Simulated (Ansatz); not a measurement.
# WS2: relaxation of cell and atoms with PBEsol+D3(BJ)

Slab: WS2, a slab with vacuum.

```xyz
3
Lattice="3.1835 0.0000 0.0000 -1.5918 2.7570 0.0000 0.0000 0.0000 16.9506" Properties=species:S:1:pos:R:3 pbc="T T T"
W     0.0000    0.0000    0.0000
S     0.0000    1.8380    1.5595
S     0.0000    1.8380   15.3911
```

```json
{
  "Program": "Ansatz 0.2.0",
  "Task": "relaxation of cell and atoms",
  "Functional": "PBEsol",
  "Dispersion": "D3(BJ)",
  "Potentials or basis": "Ansatz PAW",
  "Cutoff": "420 eV (not typed: the program's choice for these potentials)",
  "k mesh": "10 × 10 × 2",
  "Occupations": "fermi-dirac, width 0.05 eV",
  "Spin": "no spin polarisation"
}
```

```json
{
 "Relaxed volume": "47.71 Å³/atom",
 "Relaxed cell": "a = 3.124 Å, b = 3.124 Å, c = 16.936 Å, α = 90.00°, β = 90.00°, γ = 120.00°",
 "Space group after relaxing (to 0.05 Å)": "P-6m2 (No. 187)",
 "Energy gained by relaxing": "12.4 meV/atom",
 "Ionic steps": "5",
 "Largest force after relaxing": "0.004 eV/Å",
 "Band gap on the k mesh": "2.24 eV"
}
```

Forces on the atoms (eV/Å):
```
W    0.000  0.000  0.000
S    0.000  0.000 -0.004
S    0.000  0.000  0.004
```

Step by step:
```
step  energy change (eV)  largest force (eV/Å)  volume (Å³)
   1              0.0000                0.1758       148.77
   2             -0.0105                0.2434       138.86
   3             -0.0374                0.0207       143.43
   4             -0.0376                0.0039       143.12
   5             -0.0372                0.0038       143.12
```

Final structure:
```
W S
1.0
     3.12373    0.00000    0.00000
    -1.56186    2.70523    0.00000
     0.00000    0.00000   16.93637
W S
1 2
Direct
  0.00000 0.00000 0.00000
  0.33333 0.66667 0.09285
  0.33333 0.66667 0.90715
```

It took 24 s on 2 threads of Intel(R) Xeon(R) Processor @ 2.50GHz (Skylake/Cascade Lake), with other jobs on the host, peak memory 0.43 GiB.

Caveat: the plane-wave basis is chosen anew once the cell has moved, so the energies of steps on either side of that aren't comparable; spin-orbit coupling is left out, which moves the levels of the heavy elements; the PAW data sets come from PBE, with cores solved anew for the run's functional, which leaves a small shift of forces and pressure. As with any semilocal functional, this PBEsol gap is likely too small.
